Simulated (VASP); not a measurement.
**AlP: single point with PBE**

**What was measured.**

From a printed reference work, data compilation, for a bulk crystal of AlP at 4.2 K: band gap 2.505 eV (indirect).

AlP:

```
Al P
1.0
     0.00000    2.73926    2.73926
     2.73926    0.00000    2.73926
     2.73926    2.73926    0.00000
Al P
1 1
Direct
  0.00000 0.00000 0.00000
  0.25000 0.25000 0.25000
```

| Item | Value |
| --- | --- |
| Program | VASP 6.6.1 |
| Task | single point |
| Functional | PBE |
| Potentials or basis | VASP PAW PBE potentials, release 64 (Al, P) |
| Cutoff | 500 eV |
| k mesh | 6 × 6 × 6 |
| Occupations | gaussian, width 0.01 eV |
| Spin | no spin polarisation |
| Dipole correction | no |
| Further INCAR settings | ALGO = Normal; EDIFF = 1e-06; NBANDS = 11 |

```json
{
 "Pressure": "1.3 GPa",
 "Band gap on the k mesh": "1.60 eV, indirect (least direct gap 3.22 eV)"
}
```

Levels at points of the mesh, in eV from the valence-band top:
```
           k point  band 2  band 3  band 4  band 5  band 6  band 7
(0.00, 0.00, 0.00)    0.00    0.00    0.00    3.22    4.54    4.54
(0.50, 0.00, 0.00)   -5.48   -0.76   -0.76    2.78    4.81    4.81
(0.50, 0.50, 0.00)   -5.28   -2.08   -2.08    1.60    2.47   10.98
```

It took 8.2 s on 1 thread of AMD EPYC 7R43 64-Core Processor (Zen 3), on a shared host, peak memory 0.11 GiB.

A measured gap of AlP is 2.505 eV (indirect; 4.2 K; a printed reference work, data compilation); the calculated 1.60 eV misses it by -0.91 eV. The value is that of PBE on a finite k mesh, which can miss the band edges, without temperature or zero-point motion. Semilocal functionals fall short of measured gaps as a rule.
